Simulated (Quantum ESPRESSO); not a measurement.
**PtSe2 (Sudovikovite) in Quantum ESPRESSO: the effect of target pressure**

PtSe2 (Sudovikovite):

```
Pt Se
1.0
     3.72400    0.00000    0.00000
    -1.86200    3.22508    0.00000
     0.00000    0.00000    5.06200
Pt Se
1 2
Direct
  0.00000 0.00000 0.00000
  0.66667 0.33333 0.75000
  0.33333 0.66667 0.25000
```

Alike in all runs:

```yaml
Program: Quantum ESPRESSO 7.5
Task: relaxation of cell and atoms
Functional: PBEsol
Potentials_or_basis: GBRV 1.5 PBEsol
Cutoff: 707 eV
Density_cutoff: 5633 eV
k_mesh: 8 × 8 × 5
Occupations: fermi-dirac, width 0.05 eV
Spin: no spin polarisation
```

Each run relaxes the cell or the atoms first.

```csv
target pressure,relaxed volume (Å³/atom)
0 GPa,19.71
2 GPa,19.11
5 GPa,?
10 GPa,17.72
20 GPa,16.60
30 GPa,15.81
```

Question: What does the run with target pressure 5 GPa give?

Answer: Relaxed volume 18.49 Å³/atom.

Worked out: In Murnaghan's law V^(-B') rises as a straight line in P. The other rows fit best with B' = 5.5, V0 = 19.66 Å³/atom and B0 = 71 GPa, which gives 18.53 Å³/atom at 5 GPa, against the run's 18.49.

Caveats: the volume moved by over 15 % at a fixed basis, so the end points are rough (some runs).
